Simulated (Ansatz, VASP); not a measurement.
V in VASP and in Ansatz

```xyz
12
Lattice="2.5006 1.4437 8.4719 -2.5006 1.4437 8.4719 0.0000 -2.8875 8.4719" Properties=species:S:1:pos:R:3 pbc="T T T"
V    -1.2357    0.7135    5.4348
V     0.0000   -1.4269    5.4348
V     1.2357    0.7135    5.4348
V     1.2357   -0.7135   19.9809
V    -1.2357   -0.7135   19.9809
V     0.0000    1.4269   19.9809
V    -1.2231    0.7061    9.5079
V     0.0000   -1.4123    9.5079
V     1.2231    0.7061    9.5079
V     1.2231   -0.7061   15.9078
V    -1.2231   -0.7061   15.9078
V     0.0000    1.4123   15.9078
```

Alike in both runs: functional PBEsol; k mesh 6 × 6 × 6; occupations gaussian, width 0.1 eV; no spin polarisation.

Ansatz relaxed the structure, and its values are those at the end. VASP's run is a single point on that final structure, the one shown.

```csv
,VASP,Ansatz
version,VASP 6.6.1,Ansatz 0.2.0
potentials or method,"VASP PAW PBE potentials, release 64 (V_sv)","scalar-relativistic, plane waves, PAW"
plane-wave cutoff (eV),520,420
valence electrons in the cell,156,156
```

```tsv
	VASP	Ansatz	Ansatz less VASP
gap on the k mesh at the Fermi level (eV)	none	none	-
pressure (GPa)	0.2	0.0	-0.22
rms of the force components (eV/Å)	0.007	0.008	+0.0007
```

A gap of «none» marks a metal or a gap that the smearing closes.

Caveats: the PAW data sets were made with another functional, which shifts forces and pressure a little (VASP).
